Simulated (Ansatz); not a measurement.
input.yaml (Ansatz)

```yaml
crystal:
  lattice:
    - [4.9362174888, 0.0, 0.0]
    - [-2.4681087444, 4.2748897439, 0.0]
    - [0.0, 0.0, 2.8047010167]
  atoms:
    - { symbol: Ge, position: [0.0, 1.0, 0.0] }
    - { symbol: Ge, position: [0.3333333333, 0.6666666667, 0.5] }
    - { symbol: Ge, position: [0.6666666667, 0.3333333333, 0.5] }
hamiltonian:
  xc: revpbe
  pseudopotentials:
    kind: paw
    azcp:
      Ge: "pseudopotentials/Ge.paw.azcp"
basis:
  ecutwfc: 420
  fft_grid_basis: typed
kpoints:
  mp_grid: { grid: [10, 10, 15], shift: [0, 0, 0] }
magnetization:
  spin_polarized: false
scf:
  occupations: { method: fermi_dirac, width: 0.1 }
```

Output

```
Engine: ansatz 0.2.0, aarch64-unknown-linux-gnu
Pseudopotentials: kind: paw
Pseudopotential: Ge, paw, valence charge 14, recommended cutoff 420 eV (normal) 
Functional definition: revPBE
  parameter kappa = 1.245
  parameter beta = 0.06672455060314922
  exchange = pbe_x(kappa = kappa, mu = beta*pi^2/3)
  correlation = pbe_c(beta = beta)
Crystal: 3 atoms, lattice volume = 59.184 Å³
Basis set: ecut = 420 eV, 1155 PW (Γ)
Bands: 25, of which v1, the nominal top of the filled ones, is band 21 counted from 1 (20 counted from 0)
Symmetry: 24 space group operations
Space group: P6/mmm (ITA 191), of the structure as read, at distance tolerance 3.9e-5 Å
k-points: 112 of 1500
Non-local potential: Ge, projectors of the file, l = 0: 2, l = 1: 2, l = 2: 3, l = 3: 1
PAW form: soft (Blöchl's): semilocal exchange-correlation on the pseudo side does not see the compensation charge
PAW frozen core: Ge, regenerated for the run's functional, and the local potential with it (the file was generated under x = pbe(κ = 0.804, μ = 0.2195149727645171), c = pbe(β = 0.06672455060314922))
PAW one-centre angular grid: Ge, 590 points (default); XC on 64 Gauss nodes
Initial density: superposition of atomic densities (neutral atoms: chi_scale 0, normalization atom), corrected by the library's trained network
Initial wavefunctions: pseudopotential atomic-orbital guess
Functional: x = revpbe(κ = 1.245, μ = 0.2195149727645171), c = pbe(β = 0.06672455060314922)
SCF iter   1: F=—  HF=-12896.177472 eV  |F-HF|=—  |Δ(HF+E_count)|=         —  Δρ=2.44e-3  dr2=2.55e-3  ethr=1.77e-3  ⟨swp⟩=5.6  Hψ=23045  notcnv=0  defer=51
automatic band count: the SCF goes on with 29 bands, as 25 were too few: the levels above may hold too much charge
SCF iter   2: F=—  HF=-12896.176184 eV  |F-HF|=—  |Δ(HF+E_count)|=   1.29e-3  Δρ=1.18e-3  dr2=9.87e-4  ethr=6.07e-6  ⟨swp⟩=2.0  Hψ=6203  notcnv=0  defer=73
SCF iter   3: F=—  HF=-12896.176098 eV  |F-HF|=—  |Δ(HF+E_count)|=   8.58e-5  Δρ=6.68e-4  dr2=2.91e-4  ethr=2.35e-6  ⟨swp⟩=2.0  Hψ=5467  notcnv=0  defer=73
SCF iter   4: F=—  HF=-12896.176055 eV  |F-HF|=—  |Δ(HF+E_count)|=   4.26e-5  Δρ=1.01e-4  dr2=5.49e-6  ethr=6.94e-7  ⟨swp⟩=2.0  Hψ=3596  notcnv=0  defer=73
SCF iter   5: F=—  HF=-12896.176056 eV  |F-HF|=—  |Δ(HF+E_count)|=   1.34e-6  Δρ=3.67e-5  dr2=8.05e-7  ethr=1.31e-8  ⟨swp⟩=2.0  Hψ=5185  notcnv=0  defer=73
SCF iter   6: F=—  HF=-12896.176056 eV  |F-HF|=—  |Δ(HF+E_count)|=   4.83e-7  Δρ=1.14e-5  dr2=7.46e-8  ethr=2.38e-10  ⟨swp⟩=1.1  Hψ=9161  notcnv=0
SCF iter   7: F=-12896.176056 eV  HF=-12896.176056 eV  |F-HF|=1.21e-8  |Δ(HF+E_count)|=   6.91e-8  Δρ=4.13e-6  dr2=9.09e-9  ethr=1.78e-10  ⟨swp⟩=2.0  Hψ=6074  notcnv=0
SCF 1 converged in 7 iterations: F = -12896.176056 eV  dr2 = 9.09e-9
SCF converged after 7 iterations
Free energy (F): -12896.176056 eV
Harris-Foulkes:  -12896.176056 eV  (|F-HF|=1.21e-8)
Internal energy: -12896.126172 eV  (E = F + TS)
E sigma→0 (E₀):  -12896.151114 eV
Entropy (-TS):   -0.049884 eV (-16.628 meV/atom)
Fermi energy:    10.515369 eV
--- Per-component energies (eV) ---
  E_band       = -362.038793
  E_kinetic    = 328.540355
  E_local      = -6503.093208  (includes V_loc(G=0)·N_el)
  E_nonlocal   = 1243.965812
  E_hartree    = 2837.682990
  E_xc         = -226.000109
  E_vxc        = -191.989838  (∫ρ·V_xc dr)
  E_paw        = -6060.070183  (= ΣΔE_a)
  E_vpaw       = -914.822296  (= ΣTr[D̂ρ^β])
  E_aug_tail   = 0.000913  (compensation charges beyond the density's cutoff)
  E_ewald      = -4516.761097
  E_core_change = -0.391644  (= ΣΔE_core)
  E_smearing   = -0.049884  (= −TS)
  E_closure    = 0.000000  (closes the sum)
  Σ components = -12896.176056   (vs F -12896.176056, Δ=0.00e0)
```
